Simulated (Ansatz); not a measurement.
# CdF2 (Fm-3m) in Ansatz: a series of runs

One crystal, CdF2, is run at these levels: HSE06, PBE0, r2SCAN0; tasks: band structure.

Program: Ansatz 0.2.0. These are calculated values, not measurements. Logs are shortened: lines on timing, memory, paths and dates and some standing lists are left out, and cuts for length are marked.

## 1. Starting point

It takes space group Fm-3m (No. 225, cubic). The conventional cell has a = 5.388 Å, b = 5.388 Å, c = 5.388 Å, α = 90.00°, β = 90.00°, γ = 90.00°. Around Cd (site symmetry m-3m) lie 8 F at 2.33 Å. Around F (site symmetry -43m) lie 4 Cd at 2.33 Å.

## 2. Band structure, HSE06

File input.yaml:

```yaml
crystal:
  lattice:
    - [0.0, 2.694, 2.694]
    - [2.694, 0.0, 2.694]
    - [2.694, 2.694, 0.0]
  atoms:
    - { symbol: Cd, position: [0.0, 0.0, 0.0] }
    - { symbol: F, position: [0.75, 0.75, 0.75] }
    - { symbol: F, position: [0.25, 0.25, 0.25] }
hamiltonian:
  xc: hse06
  pseudopotentials: { kind: paw }
kpoints:
  mp_grid: { grid: [5, 5, 5] }
  band_path:
    path:
      - [[0.0, 0.0, 0.0], [0.5, 0.0, 0.5], [0.5, 0.25, 0.75], [0.375, 0.375, 0.75], [0.0, 0.0, 0.0], [0.5, 0.5, 0.5], [0.625, 0.25, 0.625], [0.5, 0.25, 0.75], [0.5, 0.5, 0.5], [0.375, 0.375, 0.75]]
      - [[0.625, 0.25, 0.625], [0.5, 0.0, 0.5]]
    npoints: 4
scf:
  occupations: { method: fermi_dirac, width: 0.05 }
  n_extra_bands: 7
output:
  forces: true
  stress: true
  eigenvalues: true
  fatbands: false
```

Potentials or basis: Ansatz PAW.

Started as:

```
$ ansatz run input.yaml --threads 2 --pin off --max-ram 5632MiB --backend cpu --events-out ev --progress --plain --runs-dir out
```

Log:

```text
Warning: output.stress: scf.convergence.dr2_threshold = 1e-7 eV (the SCF's general default) is looser than the 3e-10 eV advised for a printed stress (1e-10 eV for each atom of the cell: 3). What an SCF threshold leaves in a stress goes as its square root, and in the free energy as the threshold itself, and one threshold admits the most on a small cell: of the crystals measured, under no hybrid functional and no lock of the moments, on runs that ended without the residual-converged pass, on stresses that held no estimate of that error, the worst erred by over 100 MPa in a component at 1e-7 eV an atom and by under 5 at 1e-10. Set scf.convergence.dr2_threshold to 3e-10 eV or tighter. The threshold is an SCF's pass mark: one that does not reach it within its budget of iterations ends unconverged, or closes short of it on a stop that the run arms, and scf.convergence.dr2_threshold's page says what that costs each kind of run
Warning: output.stress: scf.exx.energy_threshold = 1e-6 eV is looser than the 3e-8 eV advised for a stress under a hybrid functional (1e-8 eV for each atom of the cell: 3). Every SCF of the exchange loop can meet its threshold on dr2 while the loop round them stops early: no threshold on dr2 bounds what that leaves in the stress. Set scf.exx.energy_threshold to 3e-8 eV or tighter. The threshold is the loop's pass mark: a loop that does not reach it within its budget of cycles ends unconverged, and scf.exx.energy_threshold's page has the law
Warning: RAYON_NUM_THREADS=2 ignored (pool sized by the plan → 2); use --threads N
scf.n_extra_bands = 7 over 17 filled bands (N_el = 34.0): the run solves 24 bands
Engine: ansatz 0.2.0, aarch64-unknown-linux-gnu
Pseudopotentials: kind: paw
Pseudopotential: Cd, paw, valence charge 20, recommended cutoff 420 eV (normal), Cd.paw.azcp
Pseudopotential: F, paw, valence charge 7, recommended cutoff 420 eV (normal), F.paw.azcp
Functional definition: HSE06
  parameter a = 0.25
  parameter omega = 0.11/bohr
  exchange = pbe_x - a*pbe_x_sr(omega) + a*exact_x_sr(omega)
  correlation = pbe_c
Crystal: 3 atoms, lattice volume = 39.104 Å³
Basis set: ecut = 420 eV, 749 PW (Γ), exchange–correlation on 54×54×54 points (8 copies of the dense FFT grid, shifted against one another)
Bands: 24, of which v1, the nominal top of the filled ones, is band 17 counted from 1 (16 counted from 0)
Symmetry: 48 space group operations
Space group: Fm-3m (ITA 225), of the structure as read, at distance tolerance 3.4e-5 Å
k-points: 10 of 125
Non-local potential: Cd, projectors of the file, l = 0: 3, l = 1: 2, l = 2: 2, l = 3: 1
Non-local potential: F, projectors of the file, l = 0: 2, l = 1: 2, l = 2: 1
PAW form: soft (Blöchl's): semilocal exchange-correlation on the pseudo side does not see the compensation charge
PAW frozen core: Cd, regenerated for the run's functional, and the local potential with it (the file was generated under x = pbe(κ = 0.804, μ = 0.2195149727645171), c = pbe(β = 0.06672455060314922))
PAW frozen core: F, regenerated for the run's functional, and the local potential with it (the file was generated under x = pbe(κ = 0.804, μ = 0.2195149727645171), c = pbe(β = 0.06672455060314922))
PAW one-centre angular grid: Cd, 590 points (default); XC on 64 Gauss nodes
PAW one-centre angular grid: F, 110 points (default); XC on 64 Gauss nodes
Initial density: superposition of atomic densities (neutral atoms: chi_scale 0, normalization atom), corrected by the library's trained network
Initial wavefunctions: pseudopotential atomic-orbital guess
Functional: x = pbe(κ = 0.804, μ = 0.2195149727645171), c = pbe(β = 0.06672455060314922), warm-up for x = pbe(κ = 0.804, μ = 0.2195149727645171) + 0.25 (exact − pbe) at short range (hse, ω = 0.20786987370883472 Å⁻¹), c = pbe(β = 0.06672455060314922); HSE06 as pw.x's `hse` composes it (authors' and Libxc's form: `xc: wpbeh`)
SCF iter   1: F=—  HF=-9872.133290 eV  |F-HF|=—  |Δ(HF+E_count)|=         —  Δρ=1.05e-3  dr2=2.10e-4  ethr=1.77e-3  ⟨swp⟩=2.0  Hψ=1597  notcnv=0
preconditioner: auto → none  [insulator: Δε(μ)=3.179 eV  Ē_g=19.939 eV  σ=0.050 eV  W_gap=1.00  n_scr=14 (ndim 8)  ℏωp=30.3 eV  f_vac=0.125  D(μ)=0.00/eV (n_scr^D=0)]
iter 2 solved again at ethr=2.92e-8 eV; its pass at ethr=6.17e-7 eV (dr2=9.91e-6 eV) is discarded
SCF iter   2: F=-9872.133578 eV  HF=-9872.133490 eV  |F-HF|=8.77e-5  |Δ(HF+E_count)|=   2.01e-4  Δρ=2.81e-4  dr2=9.92e-6  ethr=2.92e-8  ⟨swp⟩=2.1  Hψ=997  notcnv=0  defer=1
SCF 1 stopped early in 2 iterations: F = -9872.133578 eV  dr2 = 9.92e-6
Initial density: handed on by an earlier stage of this run
Initial wavefunctions: those handed on with the density
Functional: x = pbe(κ = 0.804, μ = 0.2195149727645171) + 0.25 (exact − pbe) at short range (hse, ω = 0.20786987370883472 Å⁻¹), c = pbe(β = 0.06672455060314922); HSE06 as pw.x's `hse` composes it (authors' and Libxc's form: `xc: wpbeh`)
Exchange kernel: α = 0.2500, screened, ω = 0.2079 Å⁻¹, Wigner–Seitz truncation, v(0) = 1042.2062 eV·Å³, q-mesh 5×5×5, nearest image of the exchange supercell L = 19.05 Å, pair-density grid 18×18×18, without the augmentation charges, whose exchange is taken in its separable form by FFT convolution over the k-point mesh (sized by the pseudopotential files, 24×24×24 at the most), smooth part of the exact exchange by density-matrix convolution
Frozen-core exchange: fock
SCF iter   1: F=—  HF=-9875.587448 eV  |F-HF|=—  |Δ(HF+E_count)|=         —  Δρ=1.22e-2  dr2=5.61e-2  ethr=2.92e-7  ⟨swp⟩=6.3  Hψ=1122  notcnv=0
preconditioner: auto → none  [insulator: Δε(μ)=5.379 eV  Ē_g=22.782 eV  σ=0.050 eV  W_gap=1.00  n_scr=14 (ndim 8)  ℏωp=30.3 eV  f_vac=0.125  D(μ)=0.00/eV (n_scr^D=0)]
SCF iter   2: F=—  HF=-9875.573274 eV  |F-HF|=—  |Δ(HF+E_count)|=   1.42e-2  Δρ=7.36e-3  dr2=7.58e-3  ethr=2.92e-7  ⟨swp⟩=5.0  Hψ=864  notcnv=0
SCF iter   3: F=—  HF=-9875.584351 eV  |F-HF|=—  |Δ(HF+E_count)|=   1.11e-2  Δρ=3.17e-3  dr2=2.66e-3  ethr=2.92e-7  ⟨swp⟩=4.0  Hψ=722  notcnv=0
SCF iter   4: F=—  HF=-9875.583671 eV  |F-HF|=—  |Δ(HF+E_count)|=   6.80e-4  Δρ=1.11e-3  dr2=3.08e-4  ethr=2.92e-7  ⟨swp⟩=3.3  Hψ=573  notcnv=0
SCF iter   5: F=—  HF=-9875.583983 eV  |F-HF|=—  |Δ(HF+E_count)|=   3.12e-4  Δρ=6.23e-4  dr2=1.13e-4  ethr=2.92e-7  ⟨swp⟩=3.1  Hψ=528  notcnv=0
SCF iter   6: F=-9875.583944 eV  HF=-9875.583950 eV  |F-HF|=6.35e-6  |Δ(HF+E_count)|=   3.24e-5  Δρ=3.66e-5  dr2=3.88e-7  ethr=2.90e-7  ⟨swp⟩=3.1  Hψ=486  notcnv=0  defer=1
SCF 2 stopped early in 6 iterations: F = -9875.583944 eV  dr2 = 3.88e-7
hybrid outer 1: dexx = +1.434e-2 eV, tail = 3.65e-5 eV
Exchange kernel: α = 0.2500, screened, ω = 0.2079 Å⁻¹, Wigner–Seitz truncation, v(0) = 1042.2062 eV·Å³, q-mesh 5×5×5, nearest image of the exchange supercell L = 19.05 Å, pair-density grid 18×18×18, without the augmentation charges, whose exchange is taken in its separable form by FFT convolution over the k-point mesh (sized by the pseudopotential files, 24×24×24 at the most), smooth part of the exact exchange by density-matrix convolution
Frozen-core exchange: fock
SCF iter   1: F=—  HF=-9875.584167 eV  |F-HF|=—  |Δ(HF+E_count)|=         —  Δρ=7.79e-5  dr2=1.27e-6  ethr=5.37e-7  ⟨swp⟩=5.2  Hψ=608  notcnv=0
preconditioner: auto → none  [insulator: Δε(μ)=5.299 eV  Ē_g=22.710 eV  σ=0.050 eV  W_gap=1.00  n_scr=14 (ndim 8)  ℏωp=30.3 eV  f_vac=0.148  D(μ)=0.00/eV (n_scr^D=0)]
SCF iter   2: F=—  HF=-9875.584167 eV  |F-HF|=—  |Δ(HF+E_count)|=   1.80e-7  Δρ=2.70e-5  dr2=9.72e-8  ethr=3.04e-9  ⟨swp⟩=3.5  Hψ=520  notcnv=0
SCF iter   3: F=-9875.584167 eV  HF=-9875.584167 eV  |F-HF|=4.34e-9  |Δ(HF+E_count)|=   1.94e-7  Δρ=4.37e-6  dr2=4.45e-9  ethr=2.30e-10  ⟨swp⟩=3.5  Hψ=557  notcnv=0  defer=5
SCF 3 converged in 3 iterations: F = -9875.584167 eV  dr2 = 4.45e-9
  Residual-converged pass: ⟨swp⟩=3.0  Hψ=475  notcnv=0  max |occ|·‖R‖ = 2.4e-6 eV (tolerance 2.4e-6 eV)  dr2=4.40e-9  dr2_onsite=1.16e-9  max |Δocc| = 0.0e0
hybrid outer 2: dexx = +3.467e-7 eV, tail = 3.65e-8 eV, Δε = 2.48e-3 eV (about 9.36e-5 eV left of the loop's levels)
NSCF: frozen V_eff on 42 k-points
hybrid SCF converged: 2 outer / 9 inner (+2 warm-up), last move |dexx| = 3.47e-7 eV, tail = 3.65e-8 eV
Stability not checked: this state was not tested for a lower state beside it, because the functional holds exact exchange (a hybrid, or Hartree-Fock), whose exchange loop this test does not read (fock_operator; see scf.lower_state_search)
Free energy (F): -9875.584167 eV
Frozen-core exchange: fock
Harris-Foulkes:  -9875.584167 eV  (|F-HF|=4.34e-9)
Internal energy: -9875.584167 eV  (E = F + TS)
E sigma→0 (E₀):  -9875.584167 eV
Fermi energy:    7.536930 eV
--- Per-component energies (eV) ---
  E_band       = -570.812916
  E_kinetic    = 923.670165
  E_local      = -4242.102103  (includes V_loc(G=0)·N_el)
  E_nonlocal   = 182.371166
  E_hartree    = 1883.656028
  E_xc         = -267.801509
  E_vxc        = -336.552051  (∫ρ·V_xc dr)
  E_exx        = -141.957811  (= α·E_x^exact, valence–valence)
  E_paw        = -4418.905192  (= ΣΔE_a)
  E_vpaw       = -581.605370  (= ΣTr[D̂ρ^β])
  E_aug_tail   = 0.004124  (compensation charges beyond the density's cutoff)
  E_ewald      = -3793.856633
  E_core_change = -0.662401  (= ΣΔE_core)
  E_smearing   = -0.000000  (= −TS)
  E_closure    = -0.000000  (closes the sum)
  Σ components = -9875.584167   (vs F -9875.584167, Δ=0.00e0)
--- Forces (eV/Å), atoms counted from 1 ---
  atom   1  Cd    -0.00000000    -0.00000000    -0.00000000
  atom   2  F     -0.00000000     0.00000000    -0.00000000
  atom   3  F     -0.00000000     0.00000000    -0.00000000
  max |Σ_I F_I| component: 5.78e-18 eV/Å
--- Stress (GPa, compression-positive) ---
        1.770860       0.000000       0.000000
       -0.000000       1.770860      -0.000000
        0.000000      -0.000000       1.770860
  P = ⅓ Tr σ = 1.7709 GPa (17.709 kbar)
--- Band table (eV; the first three rows and the last of 10) ---
  k-point 0: bands = ["-97.7269", "-57.5142", "-57.5142", "-57.5142", "-17.5627", "-16.4322", "-1.1794", "-1.1794", "-1.1794", "0.1108", "0.1108", "3.8761", "3.8761", "3.8761", "4.3085", "4.3085", "4.3085", "10.1000", "19.8657", "19.8657", "19.8657", "24.7489", "27.0839", "27.0839"]
  k-point 1: bands = ["-97.7269", "-57.5152", "-57.5144", "-57.5144", "-17.4373", "-16.5435", "-1.0374", "-1.0374", "-0.7530", "0.0784", "0.0784", "2.9690", "3.5877", "3.5877", "3.9797", "4.3593", "4.3593", "11.3875", "18.4041", "20.4776", "20.4776", "26.2798", "26.2798", "26.6439"]
  k-point 2: bands = ["-97.7269", "-57.5166", "-57.5147", "-57.5147", "-17.1435", "-16.8085", "-0.8438", "-0.8438", "0.1278", "0.1370", "0.1370", "2.1485", "2.8669", "3.0622", "3.0622", "4.4291", "4.4291", "13.7747", "16.6330", "21.6586", "21.6586", "25.4757", "25.4757", "26.1052"]
  k-point 9: bands = ["-97.7268", "-57.5164", "-57.5158", "-57.5152", "-17.0338", "-16.8778", "-0.5712", "-0.3744", "-0.2134", "0.1064", "0.1078", "1.3750", "2.2843", "2.8556", "3.6990", "4.2964", "4.8022", "14.9991", "17.4766", "19.7656", "19.9643", "23.2191", "26.4527", "28.3938"]
```

Wall time 81 s (2 threads of Arm Neoverse V2, shared host); peak memory 0.78 GiB.

What came out:

```yaml
Free_energy: -9875.5842 eV
Pressure: 1.8 GPa
Band_gap_on_the_k_mesh: 5.30 eV, indirect (least direct gap 5.79 eV)
Band_gap_along_the_path: 5.21 eV, indirect (least direct gap 5.79 eV)
```

Levels at the corners of the path, in eV from the valence-band top:
```csv
point,band 13,band 14,band 15,band 16,band 17,band 18,band 19,band 20,band 21,band 22
Γ,-1.02,-1.02,-0.58,-0.58,-0.58,5.21,14.97,14.97,14.97,19.86
X,-3.10,-3.10,-0.54,-0.09,-0.09,10.46,11.92,13.90,16.80,16.80
W,-2.76,-1.60,-1.60,-0.64,0.00,10.54,13.55,14.04,14.04,18.75
K,-2.66,-2.46,-0.99,-0.36,-0.22,10.41,13.05,13.23,16.74,17.01
Γ,-1.02,-1.02,-0.58,-0.58,-0.58,5.21,14.97,14.97,14.97,19.86
L,-2.35,-1.93,-1.93,-0.45,-0.45,9.53,11.24,17.01,17.01,20.47
U,-2.66,-2.46,-0.99,-0.36,-0.22,10.41,13.05,13.23,16.74,17.01
W,-2.76,-1.60,-1.60,-0.64,0.00,10.54,13.55,14.04,14.04,18.75
L,-2.35,-1.93,-1.93,-0.45,-0.45,9.53,11.24,17.01,17.01,20.47
K,-2.66,-2.46,-0.99,-0.36,-0.22,10.41,13.05,13.23,16.74,17.01
U,-2.66,-2.46,-0.99,-0.36,-0.22,10.41,13.05,13.23,16.74,17.01
X,-3.10,-3.10,-0.54,-0.09,-0.09,10.46,11.92,13.90,16.80,16.80
```

Caveat: the k mesh misses the band edges, so the gap on the mesh is wider than the one along the path; the pressure holds a Pulay correction of +0.5 GPa for the finite cutoff; the PAW data sets come from PBE, with cores solved anew for the run's functional, which leaves a small shift of forces and pressure; the thresholds are loose for stress.

## 3. Band structure, PBE0

Edit input.yaml of step 2 so:

```diff
@@ -10,3 +10,3 @@
 hamiltonian:
-  xc: hse06
+  xc: pbe0
   pseudopotentials: { kind: paw }
@@ -27 +27,5 @@
   fatbands: false
+  write_density: true
+  write_potential: true
+  elf: true
+  volumetric_format: npy
```

Potentials or basis: Ansatz PAW.

Started as:

```
$ ansatz run input.yaml --threads 2 --pin off --max-ram 5632MiB --backend cpu --events-out ev --progress --plain --runs-dir out
```

It took 77 s on 2 threads of Arm Neoverse V2, shared host; peak memory 0.78 GiB.

It converged, with:

```yaml
Free_energy: -9875.1623 eV
Pressure: 1.5 GPa
Band_gap_on_the_k_mesh: 6.05 eV, indirect (least direct gap 6.54 eV)
Band_gap_along_the_path: 5.96 eV, indirect (least direct gap 6.54 eV)
```

Levels at the corners of the path, in eV from the valence-band top:
```tsv
point	band 15	band 16	band 17	band 18	band 19	band 20
Γ	-0.58	-0.58	-0.58	5.96	15.74	15.74
X	-0.55	-0.09	-0.09	11.25	12.68	14.68
W	-1.61	-0.64	0.00	11.33	14.33	14.81
K	-1.00	-0.37	-0.22	11.20	13.82	14.01
Γ	-0.58	-0.58	-0.58	5.96	15.74	15.74
L	-1.94	-0.45	-0.45	10.32	12.02	17.78
U	-1.00	-0.37	-0.22	11.20	13.82	14.01
W	-1.61	-0.64	0.00	11.33	14.33	14.81
L	-1.94	-0.45	-0.45	10.32	12.02	17.78
K	-1.00	-0.37	-0.22	11.20	13.82	14.01
U	-1.00	-0.37	-0.22	11.20	13.82	14.01
X	-0.55	-0.09	-0.09	11.25	12.68	14.68
```

Caveat: the k mesh misses the band edges, so the gap on the mesh is wider than the one along the path; the pressure holds a Pulay correction of +0.5 GPa for the finite cutoff; the PAW data sets come from PBE, with cores solved anew for the run's functional, which leaves a small shift of forces and pressure; the thresholds are loose for stress.

## 4. Band structure, r2SCAN0

Edit input.yaml of step 3 so:

```diff
@@ -10,3 +10,3 @@
 hamiltonian:
-  xc: pbe0
+  xc: r2scan0
   pseudopotentials: { kind: paw }
@@ -27,5 +27 @@
   fatbands: false
-  write_density: true
-  write_potential: true
-  elf: true
-  volumetric_format: npy
```

Started as:

```
$ ansatz run input.yaml --threads 2 --pin off --max-ram 5632MiB --backend cpu --events-out ev --progress --plain --runs-dir out
```

Run time: 2.2 min. Hardware: 2 threads of Arm Neoverse V2, shared host; peak memory 1 GiB.

Results (log left out):

| Item | Value |
| --- | --- |
| Free energy | -9888.2657 eV |
| Pressure | -1.9 GPa |
| Band gap on the k mesh | 6.52 eV, indirect (least direct gap 7.02 eV) |
| Band gap along the path | 6.43 eV, indirect (least direct gap 7.02 eV) |

Levels at the corners of the path, in eV from the valence-band top:
```csv
point,band 13,band 14,band 15,band 16,band 17,band 18,band 19,band 20,band 21,band 22
Γ,-1.02,-1.02,-0.59,-0.59,-0.59,6.43,16.37,16.37,16.37,20.77
X,-3.12,-3.12,-0.55,-0.09,-0.09,11.87,13.29,14.80,18.27,18.27
W,-2.78,-1.61,-1.61,-0.65,0.00,11.95,14.50,15.45,15.45,20.26
K,-2.68,-2.47,-1.00,-0.37,-0.22,11.81,14.24,14.44,18.08,18.51
Γ,-1.02,-1.02,-0.59,-0.59,-0.59,6.43,16.37,16.37,16.37,20.77
L,-2.37,-1.94,-1.94,-0.46,-0.46,10.90,12.34,18.55,18.55,21.76
U,-2.68,-2.47,-1.00,-0.37,-0.22,11.81,14.24,14.44,18.08,18.51
W,-2.78,-1.61,-1.61,-0.65,0.00,11.95,14.50,15.45,15.45,20.26
L,-2.37,-1.94,-1.94,-0.46,-0.46,10.90,12.34,18.55,18.55,21.76
K,-2.68,-2.47,-1.00,-0.37,-0.22,11.81,14.24,14.44,18.08,18.51
U,-2.68,-2.47,-1.00,-0.37,-0.22,11.81,14.24,14.44,18.08,18.51
X,-3.12,-3.12,-0.55,-0.09,-0.09,11.87,13.29,14.80,18.27,18.27
```

Caveat: the k mesh misses the band edges, so the gap on the mesh is wider than the one along the path; the pressure holds a Pulay correction of +0.4 GPa for the finite cutoff; the PAW data sets come from PBE, with cores solved anew for the run's functional, which leaves a small shift of forces and pressure; the thresholds are loose for stress.

## 5. The runs side by side

```tsv
level	cutoff (eV)	gap on the mesh (eV)	pressure (GPa)
HSE06	420	5.30	1.8
PBE0	420	6.05	1.5
r2SCAN0	500	6.52	-1.9
```

Alike in all rows: task band structure; potentials or basis Ansatz PAW; no spin polarisation; cell as given; k mesh 5 × 5 × 5; smearing fermi-dirac 0.05 eV.

On the cell as given the gap runs from 5.21 eV (HSE06) to 6.43 eV (r2SCAN0). The pressure there spans -1.9 GPa (r2SCAN0) to 1.8 GPa (HSE06); a positive pressure means that this level wants a larger cell, a negative one a smaller.

Caveats: the k mesh misses the band edges, so the gap on the mesh is wider than the one along the path; the PAW data sets come from PBE, with cores solved anew for the run's functional, which leaves a small shift of forces and pressure; the thresholds are loose for stress.

Total energies depend on the potentials used, so only differences within one code and one set of settings carry meaning.
